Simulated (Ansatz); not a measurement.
**WC: single point with PBE**

WC:

```
W C
1.0
     0.00000    2.19268    2.19268
     2.19268    0.00000    2.19268
     2.19268    2.19268    0.00000
W C
1 1
Direct
  0.00000 0.00000 0.00000
  0.50000 0.50000 0.50000
```

Measurements of this composition are mostly on another form, of space group No. 187.

| Quantity | Value |
| --- | --- |
| Program | Ansatz 0.2.0 |
| Task | single point |
| Functional | PBE |
| Potentials or basis | Ansatz PAW |
| Cutoff | 420 eV (not typed: the program's choice for these potentials) |
| k mesh | 10 × 10 × 10 |
| Occupations | gaussian, width 0.012 eV |
| Spin | no spin polarisation |

```json
{"Pressure": "-1.5 GPa", "Band gap on the k mesh": "none (metal or under the smearing width)"}
```

Levels at points of the mesh, in eV from the Fermi level:
```
             k point  band 5  band 6  band 7  band 8  band 9  band 10  band 11  band 12  band 13  band 14
  (0.00, 0.00, 0.00)  -15.90   -2.84   -2.84   -2.84   -1.15    -1.15    -1.15    -1.05    -1.05     6.34
 (0.00, 0.00, -0.50)  -11.30   -9.88   -6.67   -6.67    0.95     0.95     2.23     4.84     8.67     8.67
(0.00, -0.50, -0.50)  -13.68   -5.85   -5.68   -2.59   -2.59     0.76     2.18     2.18     5.35     7.16
```

Wall time 0.85 s on 2 threads of Arm Neoverse V1 (shared host), peak memory 0.28 GiB.

Caveat: the pressure holds a Pulay correction of +0.3 GPa for the finite cutoff. Spin-orbit coupling is left out, which matters for the levels of W.
